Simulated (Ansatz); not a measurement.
Crystal: Pt.

```xyz
2
Lattice="2.7607 0.0000 0.0000 -1.3803 2.3908 0.0000 0.0000 0.0000 4.7921" Properties=species:S:1:pos:R:3 pbc="T T T"
Pt    0.0000    1.5939    1.1980
Pt    1.3803    0.7969    3.5941
```

This isn't the form of Pt at room conditions, which is fcc.

| Property | Result |
| --- | --- |
| Program | Ansatz 0.2.0 |
| Task | single point |
| Functional | PBEsol |
| Potentials or basis | Ansatz PAW |
| Cutoff | 420 eV (not typed: the program's choice for these potentials) |
| k mesh | 11 × 11 × 6 |
| Occupations | fermi-dirac, width 0.05 eV |
| Spin | no spin polarisation |

On this cell: pressure -10.6 GPa; largest force under 0.003 eV/Å; band gap on the k mesh none (metal or under the smearing width).

The same run follows on a disturbed copy (atoms moved at random, drawn with an rms of 0.05 Å):

```
CELL_PARAMETERS angstrom
2.76067 0.00000 0.00000
-1.38033 2.39081 0.00000
0.00000 0.00000 4.79213
ATOMIC_POSITIONS crystal
Pt 0.32844 0.68797 0.25286
Pt 0.67332 0.32279 0.74338
```

What changes?

The energy (extrapolated to zero smearing) moves by +2.4 meV/atom; pressure -10.3 GPa; largest force 0.414 eV/Å; band gap on the k mesh none (metal or under the smearing width).

Forces in eV/Å, atoms in the order of the input:
```
Pt  -0.074  0.033 -0.406
Pt   0.074 -0.033  0.406
```

Stress tensor (GPa, compression positive):
```
-10.31   0.03  -0.15
  0.03  -9.88   0.21
 -0.15   0.21 -10.75
```

Caveats: the PAW data sets come from PBE, with cores solved anew for the run's functional, which leaves a small shift of forces and pressure.
